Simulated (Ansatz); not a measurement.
CaO in the CsCl structure (r2SCAN geometry), in Ansatz:

```xyz
2
Lattice="2.9032 0.0000 0.0000 0.0000 2.9032 0.0000 0.0000 0.0000 2.9032" Properties=species:S:1:pos:R:3 pbc="T T T"
Ca    0.0000    0.0000    0.0000
O     1.4516    1.4516    1.4516
```

G0W0@PBE with 134 empty bands, a screening cutoff of 180 eV and a 6×6×6 mesh (PAW, contour deformation) gives 5.054 eV over the mesh points, from a PBE gap of 2.771 eV; it sums over 142 bands with 147 plane waves in the screening and a wave cutoff of 420 eV. G0W0 values are finite-basis, finite-mesh values. No spin polarisation. The prototype was imposed, so other structures may be more stable.

(1) Another run gave a Kohn-Sham gap of 2.771 eV and a G0W0 gap of 5.152 eV, summing over 268 bands with 251 plane waves in the screening and a wave cutoff of 420 eV. What was changed?

(2) Estimate the gap with potentials of the kind norm-conserving.

(3) Estimate the gap with empty bands 55, screening cutoff 100 eV.

(4) Estimate the gap with starting point HSE06.

Answers

(1) Empty bands 260, screening cutoff 260 eV. The counts of bands and plane waves show it.

(2) 4.942 eV (-0.112 eV), from a Kohn-Sham gap of 2.763 eV.

(3) 4.900 eV (-0.154 eV), from a Kohn-Sham gap of 2.771 eV.

(4) 5.746 eV (+0.692 eV), from a Kohn-Sham gap of 4.478 eV.
